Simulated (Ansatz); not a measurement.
Set up this calculation in Ansatz 0.2.0, as the native input.

* Task: relaxation of cell and atoms
* Functional: PBE
* Potentials or basis: Ansatz PAW
* Cutoff: 420 eV (not typed: the program's choice for these potentials)
* k mesh: 6 × 6 × 5
* Occupations: fermi-dirac, width 0.05 eV
* Spin: no spin polarisation

The system is TiO2.

```
Ti O
1.0
     5.58222    0.00000    0.00000
    -2.79111    4.83435    0.00000
     0.00000    0.00000    6.08247
Ti O
3 6
Cartesian
  2.6065 0.0000 2.0275
  -1.3033 2.2573 4.0550
  1.4878 2.5770 0.0000
  0.8672 4.1161 0.7339
  3.6583 0.7182 3.3210
  0.3400 2.0253 4.7889
  3.1311 2.8091 5.3485
  -1.2072 3.5273 2.7614
  1.5840 1.3071 1.2936
```

Measurements of this composition are mostly on another form, of space group No. 141.

One way to write it, as run:

input.yaml

```yaml
crystal:
  lattice:
    - [5.5822227355, 0.0, 0.0]
    - [-2.7911113678, 4.8343466985, 0.0]
    - [0.0, 0.0, 6.08246788]
  atoms:
    - { symbol: Ti, position: [0.46693675, 0.0, 0.3333333333] }
    - { symbol: Ti, position: [0.0, 0.46693675, 0.6666666667] }
    - { symbol: Ti, position: [0.53306325, 0.53306325, 0.0] }
    - { symbol: O, position: [0.58106572, 0.85143318, 0.1206639333] }
    - { symbol: O, position: [0.72963254, 0.14856682, 0.5460027333] }
    - { symbol: O, position: [0.27036746, 0.41893428, 0.7873306] }
    - { symbol: O, position: [0.85143318, 0.58106572, 0.8793360667] }
    - { symbol: O, position: [0.14856682, 0.72963254, 0.4539972667] }
    - { symbol: O, position: [0.41893428, 0.27036746, 0.2126694] }
hamiltonian:
  xc: pbe
  pseudopotentials: { kind: paw }
kpoints:
  mp_grid: { grid: [6, 6, 5] }
scf:
  occupations: { method: fermi_dirac, width: 0.05 }
output:
  forces: true
  stress: true
  eigenvalues: true
relax:
  f_tol: 0.01
  max_steps: 40
  cell: { stress_tol: 0.05 }
```

Potentials or basis: Ansatz PAW.

Launch:

```bash
$ ansatz run input.yaml --threads 4 --pin off --max-ram 11264MiB --backend cpu --events-out ev --progress --plain --runs-dir out
```

It gave:

| Quantity | Value |
| --- | --- |
| Relaxed volume | 20.09 Å³/atom |
| Relaxed cell | a = 5.750 Å, b = 5.750 Å, c = 6.317 Å, α = 90.00°, β = 90.00°, γ = 120.00° |
| Space group after relaxing (to 0.05 Å) | P6_422 (No. 181) |
| Energy gained by relaxing | 6.8 meV/atom |
| Ionic steps | 17 |
| Pressure after relaxing | 0.0 GPa |
| Band gap on the k mesh | 3.38 eV, indirect (least direct gap 3.49 eV) |

Caveat: odd divisions of the mesh miss points on the zone boundary, where band edges often lie, so the gap on the mesh can be too wide; the plane-wave basis is chosen anew once the cell has moved, so the energies of steps on either side of that aren't comparable; the pressure holds a Pulay correction of +0.4 GPa for the finite cutoff.

It took 95 s on 4 threads of Arm Neoverse V1, with other jobs on the host, peak memory 0.57 GiB.
